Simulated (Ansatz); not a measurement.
# NaCl: the cost of one run

Program: Ansatz 0.2.0. Level of theory: DFT PBE, scalar-relativistic, plane waves, PAW. These are calculated values, not measurements.

### 1 The system as given

It takes space group I4_1md (No. 109, tetragonal). The conventional cell has a = 3.480 Å, b = 3.480 Å, c = 12.328 Å, α = 90.00°, β = 90.00°, γ = 90.00°. Around Na (site symmetry 2mm) lie 6 Cl at 2.67 to 2.68 Å. Around Cl (site symmetry 2mm) lie 6 Na at 2.67 to 2.68 Å.

As a file:

```cif
data_structure
_symmetry_space_group_name_H-M 'P 1'
_symmetry_Int_Tables_number 1
_cell_length_a 6.6369
_cell_length_b 6.6369
_cell_length_c 6.6369
_cell_angle_alpha 149.601
_cell_angle_beta 149.601
_cell_angle_gamma 43.527
_cell_volume 74.65
loop_
_atom_site_label
_atom_site_type_symbol
_atom_site_fract_x
_atom_site_fract_y
_atom_site_fract_z
_atom_site_occupancy
Na1 Na 0.54245 0.54245 0.00000 1
Na2 Na 0.29245 0.79245 0.50000 1
Cl1 Cl 0.70755 0.20755 0.50000 1
Cl2 Cl 0.95755 0.95755 0.00000 1
```

Recipe of the guess: 6-connected net, two elements alternating (I4_1md, No. 109). Its size is a rough estimate.

### 2 A first look at the guess

Contents of input.yaml:

```yaml
crystal:
  lattice:
    - [-1.74005791, 1.74005791, 6.16381814]
    - [1.74005791, -1.74005791, 6.16381814]
    - [1.74005791, 1.74005791, -6.16381814]
  atoms:
    - { symbol: Na, position: [0.542453, 0.542453, 0.0] }
    - { symbol: Na, position: [0.292453, 0.792453, 0.5] }
    - { symbol: Cl, position: [0.707547, 0.207547, 0.5] }
    - { symbol: Cl, position: [0.957547, 0.957547, 0.0] }
basis:
  ecutwfc: 420
kpoints:
  mp_grid: { grid: [8, 8, 8] }
hamiltonian:
  xc: pbe
scf:
  occupations: { method: gaussian, width: 0.1 }
  lower_state_search: "off"
output:
  forces: true
  stress: true
  eigenvalues: true
```

The run is started by

```sh
$ ansatz run input.yaml --threads 1 --pin off --max-ram 2560MiB --backend cpu --events-out ev --progress --plain --runs-dir out
```

Q: Estimate wall time and peak memory on 1 thread of Arm Neoverse V1, shared host.

About 8.7 s, with a peak of 0.35 GiB.
